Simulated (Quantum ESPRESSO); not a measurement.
## MgO: equation of state with LDA

The system is MgO.

```
Mg O
1.0
     0.00000    2.09700    2.09700
     2.09700    0.00000    2.09700
     2.09700    2.09700    0.00000
Mg O
1 1
Direct
  0.00000 0.00000 0.00000
  0.50000 0.50000 0.50000
```

The cell is a database's computed one.

- Program: Quantum ESPRESSO 7.5
- Task: equation of state
- Functional: LDA
- Potentials or basis: PseudoDojo 0.4.1 SR LDA standard
- Cutoff: 1143 eV
- Density cutoff: 4572 eV
- k mesh: 11 × 11 × 11
- Occupations: fermi-dirac, width 0.05 eV
- Spin: no spin polarisation
- Form of the LDA correlation: PW92
- Mixing beta: 0.5
- Most SCF iterations: 120
- SCF threshold: 4e-10 Ry

- Equilibrium volume: 9.00 Å³/atom
- Bulk modulus: 172 GPa
- Pressure derivative of the bulk modulus: 4.1

Energy against volume, from the lowest point:
| volume (Å³/atom) | energy (meV/atom) |
| --- | --- |
| 8.668 | 7.00 |
| 8.853 | 1.29 |
| 9.037 | 0.00 |
| 9.221 | 2.70 |
| 9.406 | 8.98 |
| 9.590 | 18.50 |
| 9.775 | 30.93 |

All runs of the series together: 59 s on 1 thread of AMD EPYC 9R45 96-Core Processor (Zen 5) (shared host).
